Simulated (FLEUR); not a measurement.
**Bi: equation of state with PBEsol**

The system is Bi.

```
Bi
1.0
     2.26750    1.30914    3.93800
    -2.26750    1.30914    3.93800
     0.00000   -2.61828    3.93800
Bi
2
Direct
  0.76600 0.76600 0.76600
  0.23400 0.23400 0.23400
```

```
Program                  : FLEUR MaX-R8.1 (later development tree)
Task                     : equation of state
Functional               : PBEsol
Potentials or basis      : all-electron
Basis                    : FLAPW
Kmax                     : 4.1 1/bohr
k mesh                   : 7 × 7 × 7
Occupations              : fermi-dirac, width 0.05 eV
Spin                     : no spin polarisation
Gmax                     : 12.7 1/bohr
Muffin-tin radii         : Bi 2.6 bohr
lmax                     : Bi 10
lnonsphr                 : Bi 10
Local orbitals a species : Bi 5
```

- Equilibrium volume: 34.86 Å³/atom
- Bulk modulus at fixed shape and positions: 50 GPa
- Pressure derivative of the bulk modulus: 4.6

Energy against volume, from the lowest point:
```
volume (Å³/atom)  energy (meV/atom)
          32.965              17.61
          33.667               6.61
          34.368               0.93
          35.070               0.00
          35.771               3.33
          36.472              10.39
          37.174              20.89
```

Caveat: the cell was scaled at fixed shape and fractional positions, which overstates the stiffness of a crystal with free parameters, most of all of layers and chains.
